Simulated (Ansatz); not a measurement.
The system is TiSi.

```
Ti Si
1.0
     1.81618   -2.11762    0.00000
     1.81618    2.11762    0.00000
     0.00000    0.00000    3.80393
Ti Si
1 1
Cartesian
  1.8162 0.0000 0.0000
  0.0000 0.0000 1.9020
```

The cell comes from a database or a generator and needn't be the stable form of this composition.

Base run:

- Program: Ansatz 0.2.0
- Functional: PBEsol
- Potentials or basis: Ansatz PAW
- Cutoff: 420 eV (not typed: the program's choice for these potentials)
- k mesh: 10 × 10 × 7
- Occupations: fermi-dirac, width 0.05 eV
- Spin: no spin polarisation
- Hubbard terms: Ti d U = 6 eV

Its results: band gap on the k mesh none (metal or under the smearing width); pressure 8.5 GPa.

Task: After a change of settings the same cell gave: band gap on the k mesh none (metal or under the smearing width); pressure 18.1 GPa. Which change was it?
A. hubbard terms from Ti d U = 6 eV to Ti d U = 2 eV
B. hubbard terms from Ti d U = 6 eV to none; hubbard projectors from ortho-atomic (the default) to none
C. hubbard terms from Ti d U = 6 eV to Ti d U = 8 eV

Result: C.

Caveats: U without spin polarisation on a metal has little footing; the PAW data sets come from PBE, with cores solved anew for the run's functional, which leaves a small shift of forces and pressure; the U is typed as a test and isn't derived for this compound.
